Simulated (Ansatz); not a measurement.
**Bi: one candidate structure**

Aim: relax Bi from this start, random cell without symmetry, and see where it ends.

Method: DFT PBE, scalar-relativistic, plane waves, PAW, in Ansatz 0.2.0.

## (1) The starting structure

The structure is triclinic, space group P1 (No. 1). The conventional cell has a = 5.041 Å, b = 5.502 Å, c = 8.871 Å, α = 96.57°, β = 105.49°, γ = 107.09°. Bi (site symmetry 1) is surrounded by 1 Bi at 2.85 Å. Around Bi (site symmetry 1) lie 3 Bi at 2.85 to 3.20 Å. Bi (site symmetry 1) is surrounded by 1 Bi at 2.17 Å. Bi (site symmetry 1) is surrounded by 2 Bi at 2.66 to 3.00 Å.

Structure file:

```cif
data_structure
_symmetry_space_group_name_H-M 'P1'
_symmetry_Int_Tables_number 1
_cell_length_a 5.0413
_cell_length_b 5.5019
_cell_length_c 8.8712
_cell_angle_alpha 96.566
_cell_angle_beta 105.489
_cell_angle_gamma 107.091
_cell_volume 221.63
loop_
_atom_site_label
_atom_site_type_symbol
_atom_site_symmetry_multiplicity
_atom_site_Wyckoff_symbol
_atom_site_fract_x
_atom_site_fract_y
_atom_site_fract_z
_atom_site_occupancy
Bi1 Bi 1 a 0.66259 0.42523 0.09998 1
Bi2 Bi 1 a 0.24558 0.16563 0.79375 1
Bi3 Bi 1 a 0.48989 0.98014 0.34855 1
Bi4 Bi 1 a 0.22455 0.83423 0.49609 1
Bi5 Bi 1 a 0.87115 0.46780 0.59273 1
```

## (2) Coarse relaxation

Contents of input.yaml:

```yaml
crystal:
  lattice:
    - [5.0412603151, 0.0, 0.0]
    - [2.6720984607, 8.5490304678, 0.0]
    - [-1.6169017732, -1.1009659874, 5.1423738354]
  atoms:
    - { symbol: Bi, position: [0.4373939767, 0.9000163413, 0.5747688259] }
    - { symbol: Bi, position: [0.5481715101, 0.2062505133, 0.834370181] }
    - { symbol: Bi, position: [0.8586580731, 0.6514486729, 0.0198643322] }
    - { symbol: Bi, position: [0.271543667, 0.5039090383, 0.1657715512] }
    - { symbol: Bi, position: [0.7215796198, 0.4072693864, 0.5322017095] }
basis:
  ecutwfc: 420
kpoints:
  mp_grid: { grid: [4, 2, 4] }
hamiltonian:
  xc: pbe
scf:
  occupations: { method: gaussian, width: 0.1 }
  lower_state_search: "off"
output:
  forces: true
  stress: true
  eigenvalues: true
relax:
  adjacent_minimum: "off"
  f_tol: 0.04
  max_steps: 70
  cell: { stress_tol: 0.4 }
```

The session goes on with these runs: the relaxation; relaxation repeated.

Q: Predict the outcome of this session.

**Answer**, as computed:

```
           quantity                                                                        value
cell (conventional)  a = 7.814 Å, b = 4.511 Å, c = 10.386 Å, α = 90.00°, β = 104.22°, γ = 90.00°
        space group                                                                C2/m (No. 12)
             volume                                                                35.48 Å³/atom
    gap on the mesh                                                                 none (metal)
```

What this shows: The structure ended in another space group than at the start: P1 to C2/m. Spin-orbit coupling is left out for Bi.
